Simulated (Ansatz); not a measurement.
**CaO: computed properties**

Theory: DFT PBE, scalar-relativistic, plane waves, PAW in Ansatz.

Cutoff 420 eV; k points 8×8×8 on the computed 2-atom cell (Γ-centred); Gaussian smearing, width 0.02 eV; no spin polarisation.

The structure is relaxed at this level of theory with its symmetry kept, and needn't be the ground state of this composition.

```
Ca O
1.0
     0.00000    2.41549    2.41549
     2.41549    0.00000    2.41549
     2.41549    2.41549    0.00000
Ca O
1 1
Direct
  0.00000 0.00000 0.00000
  0.50000 0.50000 0.50000
```

| Property | Result |
| --- | --- |
| Space group | Fm-3m (No. 225) |
| Volume per atom | 14.09 Å³ |
| Formation energy from the elements' standard states (uncorrected) | -2.947 eV/atom |
| Kohn–Sham band gap | 3.66 eV |
| Orbital (Löwdin) character of the top 1 eV of the valence band | O 2p 94 %, unprojected 5 % |
| Bulk modulus | 105 GPa |
| Its pressure derivative | 4.3 |
| Electronic dielectric constant xx, yy, zz (independent particles) | 3.9, 3.9, 3.9 |
| Bader charge by site (e) | Ca (1 in the cell) 1.48, O (1 in the cell) -1.48 |

The cell was reached from a generator's guess, though it ends in a space group that the Crystallography Open Database lists for this formula. Kohn–Sham gaps at this level usually fall short of measured ones.
